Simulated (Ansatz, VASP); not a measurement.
One calculation of Ta, two programs

File INCAR:

```
SYSTEM = Ta
PREC     = Accurate       ! precision mode
ENCUT    = 520            ! plane-wave cutoff, eV
EDIFF    = 1E-6           ! SCF threshold, eV
ISMEAR   = -1             ! smearing method
SIGMA    = 0.1            ! smearing width, eV
LREAL    = .FALSE.        ! projectors in reciprocal space
LASPH    = .TRUE.         ! aspherical terms in the spheres
NELM     = 80             ! most SCF steps
ALGO     = Normal         ! electronic algorithm
ISIF     = 2              ! what is computed and relaxed
LWAVE    = .FALSE.        ! write WAVECAR
LCHARG   = .FALSE.        ! write CHGCAR
GGA      = CA             ! functional
NBANDS   = 12             ! bands
```

KPOINTS

```
regular mesh
0
G
  16 16 16
  0 0 0
```

The input POSCAR:

```
Ta
1.0
    0.0000000000      1.6440566258      1.6440566258
    1.6440566258      0.0000000000      1.6440566258
    1.6440566258      1.6440566258      0.0000000000
Ta
1
Direct
    0.0000000000      0.0000000000      0.0000000000
```

Input for Ansatz:

```yaml
crystal:
  lattice:
    - [0.0, 1.6440566258, 1.6440566258]
    - [1.6440566258, 0.0, 1.6440566258]
    - [1.6440566258, 1.6440566258, 0.0]
  atoms:
    - { symbol: Ta, position: [0.0, 0.0, 0.0] }
kpoints:
  mp_grid: { grid: [16, 16, 16] }
scf:
  occupations: { method: fermi_dirac, width: 0.1 }
hamiltonian:
  xc: lda
  pseudopotentials: { kind: all_electron, lapw: { basis_error: 0.001 } }
output:
  forces: true
  stress: true
  eigenvalues: true
  populations: true
```

Change from the starting cell: volume scaled by 0.5, LAPW.

Alike in both runs: task single point; functional LDA; k mesh 16 × 16 × 16; occupations fermi-dirac, width 0.1 eV; no spin polarisation.

|  | VASP | Ansatz |
| --- | --- | --- |
| version | VASP 6.6.1 | Ansatz 0.2.0 |
| potentials or method | VASP PAW LDA potentials, release 64 (Ta_pv) | all-electron LAPW, scalar-relativistic |
| plane-wave cutoff (eV) | 520 | see its input |

|  | VASP | Ansatz | Ansatz less VASP |
| --- | --- | --- | --- |
| pressure (GPa) | 528.8 | 500.9 | -27.96 |

Ansatz ran all-electron here, so the differences hold the error of VASP's frozen core and of both bases.

Caveats: the cell as given lies far from equilibrium; so large a pressure means that the cell lies far from this level's equilibrium, or that cutoff or potentials fall short (VASP). The runs have no spin-orbit coupling, so splittings on Ta are missing.
